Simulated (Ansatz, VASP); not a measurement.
## Two plane-wave programs on Sb

Contents of INCAR:

```
PREC = Accurate
ENCUT = 520
EDIFF = 1E-6
ISMEAR = 0
SIGMA = 0.15
LREAL = F
LASPH = T
NELM = 60
ALGO = Normal
ISIF = 2
LWAVE = F
LCHARG = F
GGA = PS
NBANDS = 8
```

File KPOINTS:

```
Automatic mesh
0
Gamma
  16 16 16
```

File POSCAR:

```
Sb
1.0
    3.1600000000      0.0000000000      0.0000000000
    0.0000000000      3.1600000000      0.0000000000
    0.0000000000      0.0000000000      3.0020000000
Sb
1
Direct
    0.0000000000      0.0000000000      0.0000000000
```

Input for Ansatz:

```yaml
crystal:
  lattice:
    - [3.16, 0.0, 0.0]
    - [0.0, 3.16, 0.0]
    - [0.0, 0.0, 3.002]
  atoms:
    - { symbol: Sb, position: [0.0, 0.0, 0.0] }
basis:
  ecutwfc: 420
kpoints:
  mp_grid: { grid: [16, 16, 16] }
hamiltonian:
  xc: pbesol
scf:
  occupations: { method: gaussian, width: 0.15 }
output:
  forces: true
  stress: true
  eigenvalues: true
```

Change from the starting cell: strain +0.000 along x and y, -0.050 along z, atoms carried along.

Alike in both runs: task single point; functional PBEsol; k mesh 16 × 16 × 16; occupations gaussian, width 0.15 eV; no spin polarisation.

|  | VASP | Ansatz |
| --- | --- | --- |
| version | VASP 6.6.1 | Ansatz 0.2.0 |
| potentials or method | VASP PAW PBE potentials, release 64 (Sb) | scalar-relativistic, plane waves, PAW |
| plane-wave cutoff (eV) | 520 | 420 |
| valence electrons in the cell | 5 | 15 |

|  | VASP | Ansatz | Ansatz less VASP |
| --- | --- | --- | --- |
| gap on the k mesh at the Fermi level (eV) | none | none | - |
| pressure (GPa) | -2.2 | -2.3 | -0.09 |
| largest component of the traceless stress (GPa) | 3.45 | 3.40 | -0.047 |

A gap of «none» marks a metal or a gap that the smearing closes. With one functional, cell and mesh, what is left measures potentials, basis and numerics. The two sets of potentials don't hold the same shells in valence.

Caveats: the PAW data sets were made with another functional, which shifts forces and pressure a little (VASP). The runs have no spin-orbit coupling, so splittings on Sb are missing.
